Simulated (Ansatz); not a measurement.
Computed with DFT PBE, scalar-relativistic, plane waves, PAW in Ansatz 0.2.0. All cells share a 420 eV cutoff and Γ-centred k meshes spaced at most about 0.3 Å⁻¹ (2π included). No spin polarisation in the final relaxations.

All energies are static (0 K, no zero-point motion).

Two forms of Ga2O3 were relaxed alike.

A. Space group P-6m2 (No. 187), hexagonal, a = 3.131 Å, c = 9.023 Å. Ga has 1 O at 1.76 Å and 3 O at 1.92 Å; O on a site of symmetry 3m has 3 Ga at 1.92 Å; O on a site of symmetry -6m2 is surrounded by 2 Ga at 1.76 Å.

B. Space group R-3m (No. 166), trigonal, a = 6.079 Å, c = 12.338 Å. Ga is surrounded by 3 O at 1.76 Å; O has 2 Ga at 1.76 Å.

Question: Which form is favoured at zero pressure, and by what margin per atom?

Answer: A is lower, by 0.34 eV/atom. A has space group P-6m2 (No. 187), 15.3 Å³/atom and a gap of 0.71 eV on its mesh; B has space group R-3m (No. 166), 26.3 Å³/atom and a gap of 2.01 eV. Counting O atoms around Ga (those within 1.25 times the shortest such distance or 1.15 times the sum of covalent radii; a plus sign parts nearer from farther groups), A has Ga 1+3 and B has Ga 3. Both come from invented guesses. A third cell relaxed alike, in R-3c (a cell as deposited in COD), lies 178 meV/atom below the lower of the two.

No dispersion correction is applied, so the spacing and binding between layers, chains or molecules are poorly described (P-6m2, R-3m), and this can change margins and order among such cells. Kohn–Sham gaps at this level usually fall short of measured ones. A magnetic state wasn't ruled out in cells without spin, among them P-6m2, R-3m. Cells relaxed within their symmetry can be saddle points.
